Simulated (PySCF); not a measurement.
Compound: C4H9NO.
SMILES with atom numbers: `[CH2:1]1[CH2:2][O:3][CH2:4][CH2:5][NH:6]1` (hydrogens: H7, H8 on C1; H9, H10 on C2; H11, H12 on C4; H13, H14 on C5; H15 on N6)

Structure used (PBE0-D3(BJ)/def2-SVP), in Å, numbered top down from 1:
```xyz
15
C4H9NO angstrom
C     -0.9989    0.8802    0.3778
C     -1.2111   -0.0892   -0.7774
O     -0.0106   -0.3238   -1.4689
C      0.9995   -0.8188   -0.6273
C      1.2678    0.1360    0.5280
N      0.0639    0.4595    1.2731
H     -1.9332    1.0143    0.9467
H     -0.7287    1.8679   -0.0369
H     -1.6204   -1.0472   -0.3869
H     -1.9312    0.3087   -1.5094
H      0.7077   -1.8140   -0.2237
H      1.8964   -0.9613   -1.2508
H      1.6839    1.0745    0.1204
H      2.0255   -0.2836    1.2097
H     -0.2387   -0.3582    1.8015
```

The closed-shell ground state was solved at several levels (PySCF, density fitting, gas phase, non-relativistic).

```
            level  basis functions  HOMO (eV)  LUMO (eV)  gap (eV)  dipole (D)
   B3LYP/pcSseg-1              147      -5.93       1.05      6.98        1.23
   B97-D/pcSseg-1              147      -4.75       0.67      5.42        1.18
     KT2/pcSseg-1              147      -4.88       0.50      5.38        1.14
mPW1PW91/pcSseg-1              147      -6.19       1.40      7.59        1.26
     KT3/pcSseg-1              147      -4.90       0.43      5.33        1.14
```

Problem. What might PBE0/pcSseg-1 (147 basis functions) give for the same quantities?

Solution. HOMO -6.15 eV, LUMO 1.39 eV, gap 7.54 eV, dipole 1.25 D.

Problem. Over all these levels, which gives the widest orbital gap and which the narrowest?

Solution. mPW1PW91/pcSseg-1 (global hybrid, 25 % exact exchange) has the widest, 7.59 eV, and KT3/pcSseg-1 (GGA) the narrowest, 5.33 eV. From the narrowest to the widest the HOMO moves by -1.29 eV and the LUMO by +0.97 eV.

Problem. In the pcSseg-1 basis, how does the gap go with the fixed share of exact exchange?

Solution. KT3 (0 %) 5.33 eV; KT2 (0 %) 5.38 eV; B97-D (0 %) 5.42 eV; B3LYP (20 %) 6.98 eV; PBE0 (25 %) 7.54 eV; mPW1PW91 (25 %) 7.59 eV. Each rise in the share widens the gap here.

Problem. How far do the dipole and the HOMO energy spread over the levels?

Solution. The dipole runs from 1.14 to 1.26 D (mean 1.20 D) and the HOMO from -6.19 to -4.75 eV.

One conformer stands for the species.
